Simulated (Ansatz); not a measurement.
CoSn$_{2}$: a faulty run and its cure

The input below was meant for crystalline CoSn$_{2}$, with PBEsol, plane waves and PAW in Ansatz.

```yaml
crystal:
  lattice:
    - [-3.1825, 3.1825, 2.7285]
    - [3.1825, -3.1825, 2.7285]
    - [3.1825, 3.1825, -2.7285]
  atoms:
    - { symbol: Co, position: [0.25, 0.25, 0.0] }
    - { symbol: Co, position: [0.75, 0.75, 0.0] }
    - { symbol: Sn, position: [0.658, 0.158, 0.816] }
    - { symbol: Sn, position: [0.158, 0.342, 0.5] }
    - { symbol: Sn, position: [0.342, 0.842, 0.184] }
    - { symbol: Sn, position: [0.842, 0.658, 0.5] }
basis:
  ecutwfc: 420
kpoints:
  mp_grid: { grid: [8, 8, 8] }
hamiltonian:
  xc: pbesol
  hubbard: { sites: [{ species: Fe, l: d, u_eff: 4.0 }] }
scf:
  occupations: { method: gaussian, width: 0.1 }
output:
  forces: true
  stress: true
  eigenvalues: true
```

Command:

```bash
ansatz run input.yaml --threads 1 --pin off --max-ram 2560MiB --backend cpu --events-out ev --progress --plain --runs-dir out
```

From the log:

```text
Error: inconsistent input (hamiltonian.hubbard.sites[].species, crystal.atoms): hamiltonian.hubbard: Fe is not a species of this cell
```

Task: Name the fault and the cure.

Result: The fault is a Hubbard U on a species that isn't in the cell. The entry names no atom of the cell. The cure is the entry removed.

Mended input, as a difference:

```diff
 hamiltonian:
-  hubbard: { sites: [{ species: Fe, l: d, u_eff: 4.0 }] }
```

The mended run converges, with a pressure of -4.09 GPa, a largest force of 0.873 eV/Å, no gap.

The mended run took 19 s on 1 thread of Intel(R) Xeon(R) Platinum 8488C (Sapphire Rapids), with other jobs on the host, peak memory 0.57 GiB.